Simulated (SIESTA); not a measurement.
Crystal: Sb.

```
Sb
1.0
     2.15420    1.24373    3.75800
    -2.15420    1.24373    3.75800
     0.00000   -2.48746    3.75800
Sb
2
Direct
  0.76651 0.76651 0.76651
  0.23349 0.23349 0.23349
```

Base run:

| Item | Value |
| --- | --- |
| Program | SIESTA 5.4.2 |
| Functional | PW91 |
| Potentials or basis | PseudoDojo 0.4 standard (PBE files) |
| Basis | DZP (energy shift 0.003 Ry; two zetas on semicore shells) |
| Grid cutoff | 500 Ry |
| Energy shift | 0.003 Ry |
| k mesh | 8 × 8 × 8 |
| Occupations | fermi-dirac, width 0.05 eV |
| Spin | no spin polarisation |

Its results: band gap on the k mesh none (metal or under the smearing width); pressure 3.7 GPa; largest force 0.362 eV/Å.

Problem. The run is repeated on the same cell with these changes: functional from PW91 to RPBE. What comes out?

Solution. Band gap on the k mesh none (metal or under the smearing width); pressure 4.9 GPa; largest force 0.397 eV/Å.

RPBE binds less tightly than PW91, so the same cell stands under more pressure.

Caveats: the potentials were made for another functional, which shifts forces and pressure; spin-orbit coupling is left out, which moves the levels of the heavy elements; the basis of atomic orbitals isn't converged, which shifts pressures, moduli and gaps.
